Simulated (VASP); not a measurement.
Level of theory: MS2 meta-GGA, VASP's PBE PAW potentials (set 64) (plane waves; VASP 6.6.1).

Input for VASP

**POSCAR**
```
CsBr
1.0
  4.3287987888   0.0000000000   0.0000000000
  0.0000000000   4.3287987888   0.0000000000
  0.0000000000   0.0000000000   4.3287987888
Cs Br
1 1
Cartesian
  0.0000000000   0.0000000000   0.0000000000
  2.1643993944   2.1643993944   2.1643993944
```

File KPOINTS:
```
K-points
0
gamma
  6 6 6
```

### INCAR
```
! general
SYSTEM  = CsBr
PREC    = Accurate
ENCUT   = 520
LREAL   = .FALSE.
LASPH   = .TRUE.

! electronic loop
EDIFF   = 1E-6
NELM    = 100
ALGO    = Normal
LMAXMIX = 4
LMIXTAU = .TRUE.

! smearing
ISMEAR  = 0
SIGMA   = 0.05

! functional
METAGGA = MS2

! ions
IBRION  = 2
NSW     = 60
ISIF    = 3
EDIFFG  = -0.01

! output
LWAVE   = .FALSE.
LCHARG  = .FALSE.
```

POTCAR, in this order: Cs_sv Br (PBE.64 set). Program: vasp_std.

What VASP printed:

**OSZICAR**
```
       N       E                     dE             d eps       ncg     rms          rms(c)
DAV:   1     0.946843918693E+02    0.94684E+02   -0.65324E+03   480   0.110E+03
DAV:   2    -0.350686343586E+00   -0.95035E+02   -0.90492E+02   744   0.183E+02
DAV:   3    -0.765589781808E+01   -0.73052E+01   -0.72779E+01   592   0.575E+01
DAV:   4    -0.771893726594E+01   -0.63039E-01   -0.63022E-01   548   0.604E+00
DAV:   5    -0.771935866539E+01   -0.42140E-03   -0.42137E-03   596   0.480E-01    0.302E+00
DAV:   6    -0.254092946634E+01    0.51784E+01   -0.35928E+00   480   0.279E+01    0.126E+00
DAV:   7    -0.154982844227E+01    0.99110E+00   -0.15025E+00   492   0.165E+01    0.999E-01
DAV:   8    -0.172819216143E+01   -0.17836E+00   -0.12209E-01   552   0.320E+00    0.567E-01
DAV:   9    -0.212313410797E+01   -0.39494E+00   -0.84341E-01   480   0.886E+00    0.580E-01
DAV:  10    -0.178059173557E+01    0.34254E+00   -0.89540E-01   488   0.113E+01    0.239E-01
DAV:  11    -0.162096591931E+01    0.15963E+00   -0.19919E-01   488   0.620E+00    0.865E-02
DAV:  12    -0.176304486571E+01   -0.14208E+00   -0.10330E-01   480   0.426E+00    0.655E-02
DAV:  13    -0.177355805751E+01   -0.10513E-01   -0.97846E-03   496   0.124E+00    0.582E-02
DAV:  14    -0.176787231872E+01    0.56857E-02   -0.28042E-03   528   0.599E-01    0.477E-02
DAV:  15    -0.177649712874E+01   -0.86248E-02   -0.57451E-03   480   0.787E-01    0.922E-02
DAV:  16    -0.177018564997E+01    0.63115E-02   -0.61582E-03   488   0.101E+00    0.782E-02
DAV:  17    -0.177067294328E+01   -0.48729E-03   -0.35448E-04   512   0.219E-01    0.425E-02
DAV:  18    -0.177613235255E+01   -0.54594E-02   -0.24634E-03   488   0.641E-01    0.265E-02
DAV:  19    -0.177607609221E+01    0.56260E-04   -0.19176E-05   548   0.385E-02    0.280E-02
DAV:  20    -0.177617638212E+01   -0.10029E-03   -0.81565E-06   532   0.373E-02    0.274E-02
DAV:  21    -0.177615089893E+01    0.25483E-04   -0.38389E-06   532   0.251E-02    0.254E-02
DAV:  22    -0.177614843589E+01    0.24630E-05   -0.91008E-07   400   0.955E-03    0.255E-02
DAV:  23    -0.177652968305E+01   -0.38125E-03   -0.16174E-04   484   0.164E-01    0.286E-02
DAV:  24    -0.177660359278E+01   -0.73910E-04   -0.49683E-05   480   0.876E-02    0.191E-02
DAV:  25    -0.177660259926E+01    0.99352E-06   -0.11583E-06   408   0.115E-02
   1 F= -.17766026E+01 E0= -.17766026E+01  d E =-.177660E+01
       N       E                     dE             d eps       ncg     rms          rms(c)
DAV:   1    -0.177671335668E+01   -0.10976E-03   -0.76022E-03   492   0.589E-01    0.936E-02
DAV:   2    -0.177662200632E+01    0.91350E-04   -0.65371E-04   480   0.230E-01    0.375E-02
DAV:   3    -0.177652994508E+01    0.92061E-04   -0.28390E-04   480   0.163E-01    0.182E-02
DAV:   4    -0.177652660409E+01    0.33410E-05   -0.22593E-04   480   0.190E-01    0.113E-02
DAV:   5    -0.177658071020E+01   -0.54106E-04   -0.10943E-04   480   0.134E-01    0.246E-03
DAV:   6    -0.177659345703E+01   -0.12747E-04   -0.16643E-05   488   0.512E-02    0.223E-03
DAV:   7    -0.177659444784E+01   -0.99081E-06   -0.12578E-06   492   0.138E-02
   2 F= -.17765944E+01 E0= -.17765944E+01  d E =0.815142E-05
```

### OUTCAR
```
------------------------ aborting loop because EDIFF is reached ----------------------------------------
  FORCE on cell =-STRESS in cart. coord.  units (eV):
  Direction    XX          YY          ZZ          XY          YZ          ZX
  --------------------------------------------------------------------------------------
  Total        0.0192801      0.0192801      0.0192801      0.0000000      0.0000000     -0.0000000
  in kB        0.3815867      0.3815867      0.3815867      0.0000000      0.0000000     -0.0000000
  external PRESSURE =       0.3815867 kB  Pullay stress =       0.0000000 kB
  volume of cell :       80.95
      direct lattice vectors                 reciprocal lattice vectors
     4.325889111 -0.000000000 -0.000000000     0.231166351 -0.000000000  0.000000000
     0.000000000  4.325889111  0.000000000     0.000000000  0.231166351 -0.000000000
    -0.000000000  0.000000000  4.325889111     0.000000000 -0.000000000  0.231166351
 POSITION                                       TOTAL-FORCE (eV/Angst)
 -----------------------------------------------------------------------------------
      0.00000      0.00000      0.00000        -0.000000     -0.000000      0.000000
      2.16294      2.16294      2.16294         0.000000      0.000000      0.000000
 -----------------------------------------------------------------------------------
    total drift:                                0.000000      0.000000     -0.000000
  FREE ENERGIE OF THE ION-ELECTRON SYSTEM (eV)
  ---------------------------------------------------
  free  energy   TOTEN  =        -1.7765944478 eV

  energy  without entropy=       -1.7765944478  energy(sigma->0) =       -1.77659445

 reached required accuracy - stopping structural energy minimisation
```
(Selected blocks of OUTCAR.)

File CONTCAR:
```
CsBr
   1.00000000000000
     4.3258891106702118   -0.0000000000000000   -0.0000000000000000
     0.0000000000000000    4.3258891106702118    0.0000000000000000
    -0.0000000000000000    0.0000000000000000    4.3258891106702118
  Cs              Br
     1     1
Direct
     0.0000000000000000    0.0000000000000000    0.0000000000000000
     0.5000000000000000    0.5000000000000000    0.5000000000000000
```

The compound is CsBr in the CsCl type structure. This run relaxes it. Symmetry was kept, so distortions that lower it aren't found. The start is the result of an earlier pass.
